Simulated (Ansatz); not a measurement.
# Sb: from a first guess to the relaxed bcc type

First guess:

```yaml
crystal:
  lattice:
    - [-1.67226, 1.67226, 1.67226]
    - [1.67226, -1.67226, 1.67226]
    - [1.67226, 1.67226, -1.67226]
  atoms:
    - { symbol: Sb, position: [0.00000, 0.00000, 0.00000] }
```

Computed with DFT, PBE, PAW with Ansatz's default frozen-core files, scalar-relativistic (Ansatz 0.2.0).

Cell and atoms relax within the symmetry of the start on a 17×17×17 k mesh with 0.05 eV Fermi–Dirac smearing.

The start is built from a prototype, known or not as a phase of this compound; the cutoff is 420 eV.

Spin–orbit coupling is left out, though it moves levels of the heavy atoms by tenths of an eV or more.

(1) What is the pressure of the first guess?

(2) What does it relax to?

(3) How much energy does the relaxation release?

Answers

(1) 53.3 GPa.

(2) a = 3.792 Å, b = 3.792 Å, c = 3.792 Å, α = 90.00°, β = 90.00°, γ = 90.00° (conventional cell), 27.26 Å³ per atom:
```xyz
1
Lattice="-1.8959 1.8959 1.8959 1.8959 -1.8959 1.8959 1.8959 1.8959 -1.8959" Properties=species:S:1:pos:R:3 pbc="T T T"
Sb    0.0000    0.0000    0.0000
```

(3) 992 meV/atom.
